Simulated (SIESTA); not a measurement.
**In2O3 under changes of volume**

One of the cells (12.611 Å³/atom); the others are scaled copies at fixed shape and fractional positions:

```xyz
10
Lattice="2.7435 1.5840 4.8367 -2.7435 1.5840 4.8367 0.0000 -3.1679 4.8367" Properties=species:S:1:pos:R:3 pbc="T T T"
In    0.0000    0.0000   12.4396
In    0.0000    0.0000    9.3254
In    0.0000    0.0000    2.0704
In    0.0000    0.0000    5.1846
O    -1.9259   -0.1679    6.0458
O     0.8176    1.7519    6.0458
O     1.1084   -1.5840    6.0458
O     1.9259    0.1679    8.4642
O    -0.8176   -1.7519    8.4642
O    -1.1084    1.5840    8.4642
```

| Quantity | Value |
| --- | --- |
| Program | SIESTA 5.4.2 |
| Functional | LDA |
| Potentials or basis | PseudoDojo 0.4 standard (LDA files) |
| Basis | DZP (energy shift 0.003 Ry; two zetas on semicore shells) |
| Grid cutoff | 800 Ry |
| Energy shift | 0.003 Ry |
| k mesh | 4 × 4 × 4 |
| Occupations | fermi-dirac, width 0.05 eV |
| Spin | no spin polarisation |

```tsv
volume (Å³/atom)	energy over the lowest point (meV/atom)	pressure (GPa)	gap on the mesh (eV)	largest force (eV/Å)
11.854	30.14	13.3	1.60	0.281
12.106	13.13	8.4	1.44	0.276
12.359	3.34	4.1	1.28	0.268
12.611	0.00	0.2	1.14	0.263
12.863	?	?	?	?
13.115	9.89	-6.2	0.86	0.248
13.368	21.92	-9.0	0.73	0.241
```

Q: What does the run at 12.863 Å³/atom give?

A: Energy over the lowest point 2.39 meV/atom; pressure -3.2 GPa; gap on the mesh 0.99 eV; largest force 0.256 eV/Å.

Worked out: A Birch-Murnaghan fit of order 3 (a polynomial in V^(-2/3)) to the other rows has its minimum at 12.63 Å³/atom with B0 = V·E''(V) = 180 GPa and B' = 4.9 at fixed shape and positions, which overstates the stiffness. It gives 2.41 meV/atom at 12.863 Å³/atom, against the run's 2.39, and -dE/dV = -3.2 GPa, against -3.2. A straight line through the other rows of the gap, of slope -7.22 eV per unit of ln V, gives 1.00 eV, against the run's 0.99.

Energies are extrapolated to zero smearing.

Caveats: spin-orbit coupling is left out, which moves the levels of the heavy elements; the basis of atomic orbitals isn't converged, which shifts pressures, moduli and gaps.

A mesh can miss the band edges.
